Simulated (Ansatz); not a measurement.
Point defect: As on a Ga site in GaAs

Computed with DFT PBEsol, scalar-relativistic, plane waves, PAW in Ansatz 0.2.0. (420 eV cutoff, 3×3×3 k-mesh, Gaussian smearing of 0.02 eV, collinear spin in charge +1 alone)

Host crystal, relaxed:

```cif
data_structure
_symmetry_space_group_name_H-M 'P 1'
_symmetry_Int_Tables_number 1
_cell_length_a 4.0008
_cell_length_b 4.0008
_cell_length_c 4.0008
_cell_angle_alpha 60.000
_cell_angle_beta 60.000
_cell_angle_gamma 60.000
_cell_volume 45.28
loop_
_atom_site_label
_atom_site_type_symbol
_atom_site_fract_x
_atom_site_fract_y
_atom_site_fract_z
_atom_site_occupancy
Ga1 Ga 0.00000 0.00000 0.00000 1
As1 As 0.75000 0.75000 0.75000 1
```

Supercell of 32 atoms, rows in host cell vectors: 1 1 -3; -3 1 1; 1 1 1. Atoms relax at the host's cell from a start displaced at random by 0.06 Å near the defect, so other minima may exist. The cell is small, so energies carry finite-size errors of tenths of an eV. The host's Kohn–Sham gap is 0.43 eV. Atoms are taken from and returned to the elements' standard states. Charged cells are corrected for image charges with the computed static dielectric tensor (mean 16.2) and aligned with the host's potential at far atoms (alignment terms reach 0.11 eV; the program doubts the alignment in some charges, where it is up to 0.11 eV). No band-filling term is added, and the Fermi level counts from the host's valence band top.

Starting moments were lost in some runs.

Defect: As on a Ga site set at (0.000, 0.000, 0.000) of the host cell. Before relaxation its nearest neighbours are 4 As at 2.45 Å.

| charge | E_f at the valence band top (eV) | over the neutral state (eV) | moment (μB) | largest move (Å) | atoms near the site |
| --- | --- | --- | --- | --- | --- |
| +1 | 1.68 | -0.40 | 0.00 | 0.08 | 4 As at 2.53 Å |
| 0 | 2.08 | 0.00 | 0.00 | 0.14 | 4 As at 2.58 Å |

Among the charges computed the stable one is +1 at the valence band top, changing to 0 at 0.40 eV. In charge +1 the cell has partly filled bands: a level of the defect may be part filled, the carrier may sit in the host's bands, or levels may cross between the k points, so transitions that involve it are doubtful. Without the alignment that the program doubts, the level (+1/0) would lie at 0.51 eV, outside the gap, so these runs don't decide whether the defect changes charge there.

Cost: 3 runs of about 2.5 core-hours in all, on Intel Xeon Processor @ 2.70GHz (shared hosts).